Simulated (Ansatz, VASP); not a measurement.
## K: VASP beside Ansatz

```xyz
1
Lattice="-2.6425 2.6425 2.6425 2.6425 -2.6425 2.6425 2.6425 2.6425 -2.6425" Properties=species:S:1:pos:R:3 pbc="T T T"
K     0.0000    0.0000    0.0000
```

Change from the starting cell: volume scaled by 0.94.

Alike in both runs: task single point; functional LDA; k mesh 7 × 7 × 7; occupations fermi-dirac, width 0.05 eV; no spin polarisation.

```csv
,VASP,Ansatz
version,VASP 6.6.1,Ansatz 0.2.0
potentials or method,"VASP PAW LDA potentials, release 64 (K_sv), cutoff 520 eV","all-electron LAPW, scalar-relativistic"
```

```csv
,VASP,Ansatz,Ansatz less VASP
gap on the k mesh at the Fermi level (eV),none,none,-
pressure (GPa),-0.5,-0.5,+0.02
```

A gap of «none» marks a metal or a gap that the smearing closes. Ansatz ran all-electron here, so the differences hold the error of VASP's frozen core and of both bases.
